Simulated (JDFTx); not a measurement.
**KF (Carobbiite): equation of state with PBEsol**

Crystal: KF (Carobbiite).

```
CELL_PARAMETERS angstrom
0.00000 2.67185 2.67185
2.67185 0.00000 2.67185
2.67185 2.67185 0.00000
ATOMIC_POSITIONS crystal
K 0.00000 0.00000 0.00000
F 0.50000 0.50000 0.50000
```

| Quantity | Value |
| --- | --- |
| Program | JDFTx 1.7.0 (patched build) |
| Task | equation of state |
| Functional | PBEsol |
| Potentials or basis | PseudoDojo-SR-PBEsol-0.4.1-standard with smoothed tails |
| Cutoff | 1143 eV |
| Density cutoff | 9143 eV |
| k mesh | 9 × 9 × 9 |
| Occupations | fermi-dirac, width 0.05 eV |
| Spin | no spin polarisation |
| Local potential set to -Z/r beyond | 6 bohr |
| Bands | 14 |
| Density cutoff over wavefunction cutoff | 8 |
| Max SCF steps | 100 |
| SCF threshold on the energy | 1e-09 Ha |
| Solver of the electrons | scf |

| Quantity | Value |
| --- | --- |
| Equilibrium volume | 18.63 Å³/atom |
| Bulk modulus | 33 GPa |
| Pressure derivative of the bulk modulus | 5.0 |

Energy against volume, from the lowest point:
```csv
volume (Å³/atom),energy (meV/atom)
17.929,2.97
18.311,0.58
18.692,0.00
19.074,1.01
19.455,3.43
19.837,7.10
20.218,11.87
```
